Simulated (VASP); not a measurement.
# PbS in VASP 6.6.1, single-point calculation

INCAR

```
LWAVE = .FALSE.
NELM = 78
LASPH = .TRUE.
NSW = 0
ISIF = 2
ENCUT = 500
EDIFF = 1E-7
LCHARG = .FALSE.
PREC = Accurate
ISMEAR = -1
GGA = PE
NBANDS = 17
SIGMA = 0.02
LREAL = .FALSE.
IBRION = -1
```

KPOINTS

```
KPOINTS created by Atomic Simulation Environment
0
Gamma
8 8 8
0 0 0
```

POSCAR

```
Pb S
 1.0000000000000000
    -0.1228370319000000    2.9540126245999998    2.9540126245999998
     2.9540126245999998   -0.1228370319000000    2.9540126245999998
     2.9540126245999998    2.9540126245999998   -0.1228370319000000
 Pb  S
   1   1
Cartesian
  0.0000000000000000  0.0000000000000000  0.0000000000000000
  2.8925941086500000  2.8925941086500000  2.8925941086500000
```

The recommended PBE PAW datasets give the neutral cell 20 valence electrons.

Command

```
mpirun -np 1 vasp_std
```

OSZICAR

```
N       E                     dE             d eps       ncg     rms          rms(c)
DAV:   1     0.153397690567E+03    0.15340E+03   -0.94375E+03  2242   0.118E+03
DAV:   2     0.280021115507E+01   -0.15060E+03   -0.14498E+03  2328   0.305E+02
DAV:   3    -0.897264263860E+01   -0.11773E+02   -0.11654E+02  2822   0.904E+01
DAV:   4    -0.927575339142E+01   -0.30311E+00   -0.30273E+00  2883   0.160E+01
DAV:   5    -0.928694442926E+01   -0.11191E-01   -0.11190E-01  3231   0.295E+00    0.430E+00
DAV:   6    -0.874771668481E+01    0.53923E+00   -0.15892E+00  3440   0.808E+00    0.301E+00
DAV:   7    -0.874928461904E+01   -0.15679E-02   -0.14738E-01  2558   0.188E+00    0.180E+00
DAV:   8    -0.875300402301E+01   -0.37194E-02   -0.18518E-02  2629   0.140E+00    0.368E-01
DAV:   9    -0.875229242968E+01    0.71159E-03   -0.42315E-03  3454   0.527E-01    0.973E-02
DAV:  10    -0.875252929460E+01   -0.23686E-03   -0.43753E-04  2474   0.116E-01    0.780E-02
DAV:  11    -0.875253220478E+01   -0.29102E-05   -0.61636E-05  3088   0.833E-02    0.142E-02
DAV:  12    -0.875253325001E+01   -0.10452E-05   -0.40991E-06  2702   0.208E-02    0.356E-03
DAV:  13    -0.875253323108E+01    0.18937E-07   -0.19870E-07  2968   0.494E-03
   1 F= -.87525332E+01 E0= -.87525241E+01  d E =-.182462E-04
```

From OUTCAR

```
k-points           NKPTS =     65   k-points in BZ     NKDIM =     65   number of bands    NBANDS=     17

   NELECT =      20.0000    total number of electrons

   dimension x,y,z NGX =    30 NGY =   30 NGZ =   30
   dimension x,y,z NGXF=    60 NGYF=   60 NGZF=   60

  energy-cutoff  :      500.00
  volume of cell :       54.77
      direct lattice vectors                 reciprocal lattice vectors
    -0.122837032  2.954012625  2.954012625    -0.159053429  0.165954326  0.165954326
     2.954012625 -0.122837032  2.954012625     0.165954326 -0.159053429  0.165954326
     2.954012625  2.954012625 -0.122837032     0.165954326  0.165954326 -0.159053429

 k-points in reciprocal lattice and weights: KPOINTS created by Atomic Simulation Env
   0.00000000  0.00000000  0.00000000       0.002
   0.12500000  0.00000000 -0.00000000       0.012
   0.25000000  0.00000000 -0.00000000       0.012
   0.37500000 -0.00000000  0.00000000       0.012
   0.50000000  0.00000000 -0.00000000       0.006
   0.12500000  0.12500000 -0.00000000       0.012
   0.25000000  0.12500000 -0.00000000       0.023
   0.37500000  0.12500000 -0.00000000       0.023
   ...

 E-fermi :   5.3139

 k-point     1 :       0.0000    0.0000    0.0000
  band No.  band energies     occupation
      1     -11.5725      2.00000
      2     -11.5725      2.00000
      3     -11.5710      2.00000
      4     -11.5401      2.00000
      5     -11.5401      2.00000
      6      -7.9647      2.00000
      7      -0.9570      2.00000
      8       3.1362      2.00000
      9       3.1362      2.00000
     10       3.5405      2.00000
     11      10.2184      0.00000
     12      10.2982      0.00000
     13      10.2982      0.00000
     14      11.7980      0.00000
     15      11.7980      0.00000
     16      12.6245      0.00000
     17      14.0670      0.00000

 k-point     2 :       0.1250    0.0000   -0.0000
  band No.  band energies     occupation
      1     -11.5737      2.00000
      2     -11.5721      2.00000
      3     -11.5659      2.00000
      4     -11.5418      2.00000
      5     -11.5384      2.00000
      6      -7.8443      2.00000
      7      -1.3480      2.00000
      8       3.1879      2.00000
      9       3.4115      2.00000
     10       3.5846      2.00000
     11       9.1272      0.00000
     12       9.5977      0.00000
     13       9.6361      0.00000
     14      11.9738      0.00000
     15      12.1222      0.00000
     16      12.8590      0.00000
     17      15.0189      0.00000

 k-point     3 :       0.2500    0.0000   -0.0000
  band No.  band energies     occupation
      1     -11.5791      2.00000
      2     -11.5735      2.00000
      3     -11.5533      2.00000
      4     -11.5438      2.00000
      5     -11.5317      2.00000
      6      -7.5119      2.00000
      7      -2.2092      2.00000
      8       3.3311      2.00000
      9       3.6005      2.00000
     10       4.0827      2.00000
     11       7.5968      0.00000
     12       8.4675      0.00000
     13       8.6181      0.00000
     14      12.1774      0.00000
     15      12.8895      0.00000
     16      13.6811      0.00000
     17      16.7102      0.00000

 ...

  Total       -0.2227522     -0.2227522     -0.2227522      0.2582457      0.2582457      0.2582457
  in kB       -6.5163227     -6.5163227     -6.5163227      7.5546376      7.5546376      7.5546376
  external PRESSURE =      -6.5163227 kB  Pullay stress =       0.0000000 kB

 POSITION                                       TOTAL-FORCE (eV/Angst)
 -----------------------------------------------------------------------------------
      0.00000      0.00000      0.00000        -0.000000      0.000000      0.000000
      2.89259      2.89259      2.89259         0.000000     -0.000000     -0.000000
 -----------------------------------------------------------------------------------
    total drift:                               -0.000000      0.000000      0.000000

  FREE ENERGIE OF THE ION-ELECTRON SYSTEM (eV)
  ---------------------------------------------------
  free  energy   TOTEN  =        -8.7525332311 eV

  energy  without entropy=       -8.7525149849  energy(sigma->0) =       -8.75252411
```

It converged. Results: gap between bands v and c on the k mesh 0.17 eV; least direct gap on the k mesh 0.48 eV; pressure -0.7 GPa. Band v is the last that the valence electrons fill when counted band by band, and c is the next.

For comparison, a separate PBE run of the intended cell, on usual settings and not on those above, gives a gap of 0.17 eV on its mesh and a pressure of -0.7 GPa.

The run above took about 40 s on one core of a shared host (Intel Xeon Platinum 8488C) and held 0.2 GiB at most.
